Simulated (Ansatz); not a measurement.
**KI: changing the share of exact exchange**

It takes space group Fm-3m (No. 225, cubic). The conventional cell has a = 7.066 Å, b = 7.066 Å, c = 7.066 Å, α = 90.00°, β = 90.00°, γ = 90.00°. I (site symmetry m-3m) has 6 K at 3.53 Å as nearest neighbours. K (site symmetry m-3m) is surrounded by 6 I at 3.53 Å.

Kept alike: task single point; k mesh 4 × 4 × 4; occupations fermi-dirac, width 0.05 eV; no spin polarisation. Program: Ansatz, Ansatz PAW, cutoff 420 eV. The mesh is that of the run's cell of 2 atoms. No spin-orbit coupling.

```tsv
share of exact exchange, α	band gap (eV)
0	3.967
0.1	4.361
0.15	4.561
0.25	?
0.35	5.376
0.5	5.999
```

Spin-orbit coupling, left out here, moves the band edges of heavy atoms and can close or invert small gaps. The exact exchange is short-ranged, of HSE form. A gap read on the mesh alone can miss an edge between its points. All rows use potentials made for PBE. The mesh is thin for exact exchange.

Task: Fit the rows shown and predict the run at 0.25.

Result: A least-squares line through the rows shown is band gap = 4.0691 α + 3.9576 (largest miss 0.0094); at α = 0.25 it gives 4.975 eV. The run gave: band gap 4.966 eV.
